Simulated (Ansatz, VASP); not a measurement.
# One calculation of BAs, two programs

```
B As
1.0
     0.00000    2.38012    2.38012
     2.38012    0.00000    2.38012
     2.38012    2.38012    0.00000
B As
1 1
Direct
  0.00000 0.00000 0.00000
  0.25000 0.25000 0.25000
```

Alike in both runs: task single point; functional PBE; k mesh 10 × 10 × 10; occupations gaussian, width 0.02 eV; no spin polarisation.

|  | VASP | Ansatz |
| --- | --- | --- |
| version | VASP 6.6.1 | Ansatz 0.2.0 |
| potentials or method | VASP PAW PBE potentials, release 64 (B, As) | scalar-relativistic, plane waves, PAW |
| plane-wave cutoff (eV) | 520 | 420 |
| valence electrons in the cell | 8 | 18 |

Ansatz gave:

| Item | Value |
| --- | --- |
| gap on the k mesh at the Fermi level (eV) | 1.17 |
| least direct gap on the mesh (eV) | 3.29 |
| pressure (GPa) | 4.3 |

Q: Which values does VASP return?

A: gap on the k mesh at the Fermi level (eV): 1.16; least direct gap on the mesh (eV): 3.29; pressure (GPa): 5.0.

The two sets of potentials don't hold the same shells in valence.

A k mesh can miss the band edges.
